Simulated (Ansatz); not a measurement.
Input and output for SnTe (zincblende type): DFT, PBE, norm-conserving pseudopotentials, Ansatz's default files, scalar-relativistic (Ansatz 0.2.0). This run: the series' base cell.

The cell comes from a relaxation on PAW files under the same functional, begun from a prototype that needn't be the stable phase.

Command: `ansatz run input.yaml --threads 1 --pin off --max-ram 2048MiB --backend cpu --events-out ev --progress --plain --runs-dir out` It took 38 s on 1 thread of Intel(R) Xeon(R) Platinum 8488C (Sapphire Rapids), with other jobs on the host, peak memory 0.68 GiB.

```yaml
crystal:
  lattice:
    - [0.0, 3.6062798297, 3.6062798297]
    - [3.6062798297, 0.0, 3.6062798297]
    - [3.6062798297, 3.6062798297, 0.0]
  atoms:
    - { symbol: Sn, position: [0.0, 0.0, 0.0] }
    - { symbol: Te, position: [0.25, 0.25, 0.25] }
kpoints:
  mp_grid: { grid: [12, 12, 12] }
scf:
  occupations: { method: fermi_dirac, width: 0.08 }
hamiltonian:
  xc: pbe
  pseudopotentials: { kind: nc }
output:
  forces: true
  stress: true
  eigenvalues: true
```

Output:

```
Engine: ansatz 0.2.0
Pseudopotentials: kind: nc
Pseudopotential: Sn, nc, valence charge 14, recommended cutoff 979.609905 eV (normal), Sn.nc.azcp
Pseudopotential: Te, nc, valence charge 16, recommended cutoff 1120 eV (normal), Te.nc.azcp
Functional definition: PBE
  parameter kappa = 0.804
  parameter beta = 0.06672455060314922
  exchange = pbe_x(kappa = kappa, mu = beta*pi^2/3)
  correlation = pbe_c(beta = beta)
Crystal: 2 atoms, lattice volume = 93.801 Å³
Basis set: ecut = 1120 eV, 7943 PW (Γ), exchange–correlation on 120×120×120 points (8 copies of the dense FFT grid, shifted against one another)
Bands: 19, of which v1, the nominal top of the filled ones, is band 15 counted from 1 (14 counted from 0)
Symmetry: 24 space group operations
Space group: F-43m (ITA 216), of the structure as read, at distance tolerance 4.5e-5 Å
k-points: 72 of 1728 (time reversal used)
Non-local potential: Sn, projectors of the file, l = 0: 3, l = 1: 3, l = 2: 2, l = 3: 2
Non-local potential: Te, projectors of the file, l = 0: 3, l = 1: 3, l = 2: 2, l = 3: 2
Initial density: superposition of atomic densities (chi_scale 0.1, normalization cell, long waves kept (reshape's long-wave potential 0.00 eV rms))
Initial wavefunctions: pseudopotential atomic-orbital guess
Functional: x = pbe(κ = 0.804, μ = 0.2195149727645171), c = pbe(β = 0.06672455060314922)
SCF iter   1: F=—  HF=-5171.586033 eV  |F-HF|=—  |Δ(HF+E_count)|=         —  Δρ=1.30e-2  dr2=2.89e-1  ethr=3.10e-3  ⟨swp⟩=10.3  Hψ=9724  notcnv=0
preconditioner: auto → none  [insulator: Δε(μ)=0.256 eV  Ē_g=7.893 eV  σ=0.080 eV  W_gap=0.66  n_scr=14 (ndim 8)  ℏωp=12.1 eV  f_vac=0.161  D(μ)=0.10/eV (n_scr^D=0)  ε∞_Penn≈3.4]
SCF iter   2: F=—  HF=-5171.541146 eV  |F-HF|=—  |Δ(HF+E_count)|=   4.49e-2  Δρ=6.37e-3  dr2=5.26e-2  ethr=9.63e-4  ⟨swp⟩=3.4  Hψ=2745  notcnv=0
SCF iter   3: F=—  HF=-5171.534469 eV  |F-HF|=—  |Δ(HF+E_count)|=   6.68e-3  Δρ=3.04e-3  dr2=1.48e-2  ethr=1.75e-4  ⟨swp⟩=4.0  Hψ=3254  notcnv=0
SCF iter   4: F=—  HF=-5171.533251 eV  |F-HF|=—  |Δ(HF+E_count)|=   1.22e-3  Δρ=6.97e-4  dr2=2.16e-4  ethr=4.94e-5  ⟨swp⟩=2.9  Hψ=2058  notcnv=0
SCF iter   5: F=—  HF=-5171.533306 eV  |F-HF|=—  |Δ(HF+E_count)|=   5.55e-5  Δρ=8.62e-5  dr2=9.56e-6  ethr=7.22e-7  ⟨swp⟩=4.1  Hψ=3069  notcnv=0
SCF iter   6: F=—  HF=-5171.533464 eV  |F-HF|=—  |Δ(HF+E_count)|=   1.58e-4  Δρ=1.65e-5  dr2=1.31e-7  ethr=3.19e-8  ⟨swp⟩=2.8  Hψ=1992  notcnv=0
SCF iter   7: F=-5171.533464 eV  HF=-5171.533464 eV  |F-HF|=1.84e-9  |Δ(HF+E_count)|=   2.46e-7  Δρ=3.93e-6  dr2=9.41e-9  ethr=3.33e-10  ⟨swp⟩=11.5  Hψ=9147  notcnv=0
SCF 1 converged in 7 iterations: F = -5171.533464 eV  dr2 = 9.41e-9
SCF converged after 7 iterations
Free energy (F): -5171.533464 eV
Harris-Foulkes:  -5171.533464 eV  (|F-HF|=1.84e-9)
Internal energy: -5171.527498 eV  (E = F + TS)
E sigma→0 (E₀):  -5171.530481 eV
Entropy (-TS):   -0.005967 eV (-2.983 meV/atom)
Fermi energy:    5.180129 eV
--- Per-component energies (eV) ---
  E_band       = -480.318070
  E_kinetic    = 3096.327087
  E_local      = -3996.367732  (includes V_loc(G=0)·N_el)
  E_nonlocal   = -2088.350219
  E_hartree    = 1645.734626
  E_xc         = -1401.540382
  E_vxc        = -783.397286  (∫ρ·V_xc dr)
  E_ewald      = -2427.330878
  E_smearing   = -0.005967  (= −TS)
  E_closure    = -0.000000  (closes the sum)
  Σ components = -5171.533464   (vs F -5171.533464, Δ=0.00e0)
--- Forces (eV/Å), atoms counted from 1 ---
  atom   1  Sn    -0.00000000    -0.00000000    -0.00000000
  atom   2  Te     0.00000000    -0.00000000    -0.00000000
  max |Σ_I F_I| component: 3.52e-16 eV/Å
--- Stress (GPa, compression-positive) ---
        0.023727       0.000000      -0.000000
       -0.000000       0.023727       0.000000
       -0.000000       0.000000       0.023727
  P = ⅓ Tr σ = 0.0237 GPa (0.237 kbar)
--- Band table (eV; the first three rows and the last of 72) ---
  k-point 0: bands = ["-31.5318", "-31.5318", "-31.5318", "-31.5299", "-31.5299", "-16.6990", "-16.6990", "-16.6990", "-16.6909", "-16.6909", "-6.4414", "-0.0600", "3.1681", "3.1681", "3.1681", "6.1212", "6.1212", "6.1212", "9.2380"]
  k-point 1: bands = ["-31.5318", "-31.5318", "-31.5318", "-31.5299", "-31.5299", "-16.6990", "-16.6989", "-16.6989", "-16.6909", "-16.6909", "-6.4114", "-0.2126", "3.1220", "3.1220", "3.2158", "6.1656", "6.1981", "6.1981", "9.4673"]
  k-point 2: bands = ["-31.5318", "-31.5318", "-31.5318", "-31.5299", "-31.5299", "-16.6993", "-16.6986", "-16.6986", "-16.6909", "-16.6909", "-6.3260", "-0.5917", "3.0064", "3.0064", "3.2743", "6.3854", "6.3913", "6.3913", "10.0138"]
  k-point 71: bands = ["-31.5318", "-31.5318", "-31.5317", "-31.5299", "-31.5299", "-16.7014", "-16.6971", "-16.6961", "-16.6912", "-16.6905", "-5.6748", "-2.2397", "1.7135", "1.8031", "5.1473", "6.4660", "7.3561", "8.2372", "10.4359"]
```

Next run (volume at 0.8 of the series' base cell), as changes to the input before:

```diff
   lattice:
-    - [0.0, 3.6062798297, 3.6062798297]
-    - [3.6062798297, 0.0, 3.6062798297]
-    - [3.6062798297, 3.6062798297, 0.0]
+    - [0.0, 3.3477736377, 3.3477736377]
+    - [3.3477736377, 0.0, 3.3477736377]
+    - [3.3477736377, 3.3477736377, 0.0]
   atoms:
```

Results part of the output:

```
SCF 1 converged in 8 iterations: F = -5171.135529 eV  dr2 = 6.79e-8
SCF converged after 8 iterations
Free energy (F): -5171.135529 eV
Harris-Foulkes:  -5171.135529 eV  (|F-HF|=1.01e-7)
Internal energy: -5171.118144 eV  (E = F + TS)
E sigma→0 (E₀):  -5171.126837 eV
Entropy (-TS):   -0.017385 eV (-8.692 meV/atom)
Fermi energy:    7.706521 eV
--- Per-component energies (eV) ---
  E_band       = -416.837911
  E_kinetic    = 3102.409341
  E_local      = -3688.123183  (includes V_loc(G=0)·N_el)
  E_nonlocal   = -2088.944395
  E_hartree    = 1522.211882
  E_xc         = -1403.908866
  E_vxc        = -786.606264  (∫ρ·V_xc dr)
  E_ewald      = -2614.762923
  E_smearing   = -0.017385  (= −TS)
  E_closure    = 0.000000  (closes the sum)
  Σ components = -5171.135529   (vs F -5171.135529, Δ=0.00e0)
--- Forces (eV/Å), atoms counted from 1 ---
  atom   1  Sn    -0.00000000    -0.00000000     0.00000000
  atom   2  Te     0.00000000    -0.00000000    -0.00000000
  max |Σ_I F_I| component: 4.44e-16 eV/Å
--- Stress (GPa, compression-positive) ---
        7.992640       0.000000      -0.000000
        0.000000       7.992640       0.000000
       -0.000000       0.000000       7.992640
  P = ⅓ Tr σ = 7.9926 GPa (79.926 kbar)
--- Band table (eV; the first three rows and the last of 72) ---
  k-point 0: bands = ["-29.5853", "-29.5853", "-29.5853", "-29.5783", "-29.5783", "-14.2160", "-14.2160", "-14.2160", "-14.1880", "-14.1880", "-5.2052", "3.2480", "5.1957", "5.1957", "5.1957", "8.5092", "8.5092", "8.5092", "11.7424"]
  k-point 1: bands = ["-29.5853", "-29.5853", "-29.5853", "-29.5783", "-29.5783", "-14.2163", "-14.2157", "-14.2157", "-14.1881", "-14.1881", "-5.1605", "2.8739", "5.1312", "5.1312", "5.4028", "8.5803", "8.6120", "8.6120", "12.0350"]
  k-point 2: bands = ["-29.5853", "-29.5852", "-29.5852", "-29.5783", "-29.5783", "-14.2173", "-14.2148", "-14.2148", "-14.1881", "-14.1881", "-5.0317", "2.1153", "4.9725", "4.9725", "5.6383", "8.8632", "8.8632", "8.9329", "12.6949"]
  k-point 71: bands = ["-29.5852", "-29.5852", "-29.5848", "-29.5783", "-29.5781", "-14.2251", "-14.2100", "-14.2070", "-14.1895", "-14.1873", "-3.9542", "-0.4594", "3.2010", "3.3178", "8.0841", "9.3138", "9.7612", "10.8177", "13.6255"]
```

Next run (volume at 0.64 of the series' base cell), as changes to the input before:

```diff
   lattice:
-    - [0.0, 3.3477736377, 3.3477736377]
-    - [3.3477736377, 0.0, 3.3477736377]
-    - [3.3477736377, 3.3477736377, 0.0]
+    - [0.0, 3.1077977469, 3.1077977469]
+    - [3.1077977469, 0.0, 3.1077977469]
+    - [3.1077977469, 3.1077977469, 0.0]
   atoms:
```

Command: `ansatz run input.yaml --threads 1 --pin off --max-ram 2048MiB --backend cpu --events-out ev --progress --plain --runs-dir out` It took 27 s on 1 thread of Intel(R) Xeon(R) Platinum 8488C (Sapphire Rapids), on a shared host, peak memory 0.52 GiB.

Results part of the output:

```
SCF 1 converged in 7 iterations: F = -5169.733473 eV  dr2 = 7.43e-8
SCF converged after 7 iterations
Free energy (F): -5169.733473 eV
Harris-Foulkes:  -5169.733473 eV  (|F-HF|=1.12e-7)
Internal energy: -5169.715356 eV  (E = F + TS)
E sigma→0 (E₀):  -5169.724415 eV
Entropy (-TS):   -0.018117 eV (-9.058 meV/atom)
Fermi energy:    10.898374 eV
--- Per-component energies (eV) ---
  E_band       = -341.618582
  E_kinetic    = 3111.533534
  E_local      = -3362.204383  (includes V_loc(G=0)·N_el)
  E_nonlocal   = -2090.583382
  E_hartree    = 1395.170760
  E_xc         = -1406.963911
  E_vxc        = -790.707722  (∫ρ·V_xc dr)
  E_ewald      = -2816.667974
  E_smearing   = -0.018117  (= −TS)
  E_closure    = -0.000000  (closes the sum)
  Σ components = -5169.733473   (vs F -5169.733473, Δ=0.00e0)
--- Forces (eV/Å), atoms counted from 1 ---
  atom   1  Sn    -0.00000000     0.00000000    -0.00000000
  atom   2  Te     0.00000000    -0.00000000    -0.00000000
  max |Σ_I F_I| component: 5.18e-16 eV/Å
--- Stress (GPa, compression-positive) ---
       24.614191       0.000000      -0.000000
       -0.000000      24.614191       0.000000
       -0.000000       0.000000      24.614191
  P = ⅓ Tr σ = 24.6142 GPa (246.142 kbar)
--- Band table (eV; the first three rows and the last of 72) ---
  k-point 0: bands = ["-27.2054", "-27.2054", "-27.2054", "-27.1877", "-27.1877", "-11.4492", "-11.4492", "-11.4492", "-11.3810", "-11.3810", "-3.7374", "7.4035", "7.8358", "7.8358", "7.8358", "11.3990", "11.3990", "11.3990", "14.8289"]
  k-point 1: bands = ["-27.2054", "-27.2053", "-27.2053", "-27.1876", "-27.1876", "-11.4504", "-11.4483", "-11.4483", "-11.3811", "-11.3811", "-3.6743", "6.3879", "7.7435", "7.7435", "8.5803", "11.5257", "11.5364", "11.5364", "15.1961"]
  k-point 2: bands = ["-27.2054", "-27.2052", "-27.2052", "-27.1876", "-27.1876", "-11.4536", "-11.4459", "-11.4459", "-11.3812", "-11.3812", "-3.4907", "5.1364", "7.5215", "7.5215", "8.9619", "11.8595", "11.8595", "12.1190", "15.9562"]
  k-point 71: bands = ["-27.2052", "-27.2052", "-27.2041", "-27.1876", "-27.1869", "-11.4784", "-11.4316", "-11.4244", "-11.3862", "-11.3801", "-1.7945", "1.5982", "5.1001", "5.2387", "11.7476", "12.6564", "12.7588", "13.7624", "17.7776"]
```

Next run (volume at 0.55 of the series' base cell), as changes to the input before:

```diff
   lattice:
-    - [0.0, 3.1077977469, 3.1077977469]
-    - [3.1077977469, 0.0, 3.1077977469]
-    - [3.1077977469, 3.1077977469, 0.0]
+    - [0.0, 2.9547017722, 2.9547017722]
+    - [2.9547017722, 0.0, 2.9547017722]
+    - [2.9547017722, 2.9547017722, 0.0]
   atoms:
```

Results part of the output:

```
SCF 1 converged in 8 iterations: F = -5167.946629 eV  dr2 = 4.53e-9
SCF converged after 8 iterations
Free energy (F): -5167.946629 eV
Harris-Foulkes:  -5167.946629 eV  (|F-HF|=3.87e-9)
Internal energy: -5167.926050 eV  (E = F + TS)
E sigma→0 (E₀):  -5167.936339 eV
Entropy (-TS):   -0.020578 eV (-10.289 meV/atom)
Fermi energy:    13.467669 eV
--- Per-component energies (eV) ---
  E_band       = -281.497291
  E_kinetic    = 3120.547443
  E_local      = -3132.014794  (includes V_loc(G=0)·N_el)
  E_nonlocal   = -2092.616771
  E_hartree    = 1308.443462
  E_xc         = -1409.673574
  E_vxc        = -794.299782  (∫ρ·V_xc dr)
  E_ewald      = -2962.611816
  E_smearing   = -0.020578  (= −TS)
  E_closure    = -0.000000  (closes the sum)
  Σ components = -5167.946629   (vs F -5167.946629, Δ=0.00e0)
--- Forces (eV/Å), atoms counted from 1 ---
  atom   1  Sn    -0.00000000     0.00000000     0.00000000
  atom   2  Te     0.00000000    -0.00000000    -0.00000000
  max |Σ_I F_I| component: 6.66e-16 eV/Å
--- Stress (GPa, compression-positive) ---
       45.423376       0.000000      -0.000000
        0.000000      45.423376       0.000000
       -0.000000       0.000000      45.423376
  P = ⅓ Tr σ = 45.4234 GPa (454.234 kbar)
--- Band table (eV; the first three rows and the last of 72) ---
  k-point 0: bands = ["-25.2370", "-25.2370", "-25.2370", "-25.2064", "-25.2064", "-9.3688", "-9.3688", "-9.3688", "-9.2544", "-9.2544", "-2.5334", "10.1091", "10.1091", "10.1091", "10.8219", "13.7384", "13.7384", "13.7384", "17.3423"]
  k-point 1: bands = ["-25.2370", "-25.2370", "-25.2370", "-25.2063", "-25.2063", "-9.3714", "-9.3672", "-9.3672", "-9.2546", "-9.2546", "-2.4555", "8.9467", "9.9887", "9.9887", "11.5920", "13.9071", "13.9071", "13.9439", "17.7662"]
  k-point 2: bands = ["-25.2371", "-25.2368", "-25.2368", "-25.2062", "-25.2062", "-9.3782", "-9.3628", "-9.3628", "-9.2551", "-9.2551", "-2.2270", "7.4371", "9.7056", "9.7056", "11.8484", "14.2908", "14.2908", "14.8183", "18.5595"]
  k-point 71: bands = ["-25.2371", "-25.2366", "-25.2347", "-25.2061", "-25.2046", "-9.4277", "-9.3346", "-9.3228", "-9.2652", "-9.2546", "0.0357", "3.2545", "6.7090", "6.8542", "14.7073", "15.0311", "15.5094", "16.1259", "21.1686"]
```

Spin–orbit coupling is left out, which matters for the heavy atoms. The norm-conserving files are those that the library serves for this functional.
